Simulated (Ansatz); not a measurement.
## Compressing Ti

Method: DFT PBEsol, scalar-relativistic, plane waves, PAW in Ansatz 0.2.0. Settings: 420 eV cutoff, 18×18×10 k-mesh, Gaussian smearing of 0.10 eV, no spin polarisation.

Starting point, cell and atoms relaxed:

```yaml
crystal:
  lattice:
    - [2.90044, 0.00000, 0.00000]
    - [-1.45022, 2.51185, 0.00000]
    - [0.00000, 0.00000, 4.59099]
  atoms:
    - { symbol: Ti, position: [0.33333, 0.66667, 0.25000] }
    - { symbol: Ti, position: [0.66667, 0.33333, 0.75000] }
```

Cell and atoms are relaxed at each pressure within the symmetry of the start, at zero temperature, so transitions that lower the symmetry aren't seen. The k-mesh given is that at zero pressure and may differ at others. a, b and c are the lengths of the cell vectors above. ΔH is E + PV over the energy at zero pressure.

```tsv
P (GPa)	V (Å³/atom)	V/V0	a (Å)	b (Å)	c (Å)	ΔH (eV/atom)
-3	17.17	1.027	2.927	2.927	4.629	-0.317
0	16.72	1.000	2.900	2.900	4.591	0.000
3	16.33	0.976	2.877	2.877	4.556	0.309
8	?	?	?	?	?	?
15	?	?	?	?	?	?
30	13.92	0.832	2.721	2.721	4.339	2.836
60	12.31	0.736	2.593	2.593	4.228	5.281
```

(1) What stands in the row for 8 GPa?

(2) What stands in the row for 15 GPa?

Answers

(1) V 15.75 Å³/atom; V/V0 0.942; a 2.841 Å; b 2.841 Å; c 4.505 Å; ΔH 0.810 eV/atom.

(2) V 15.06 Å³/atom; V/V0 0.901; a 2.799 Å; b 2.799 Å; c 4.442 Å; ΔH 1.482 eV/atom.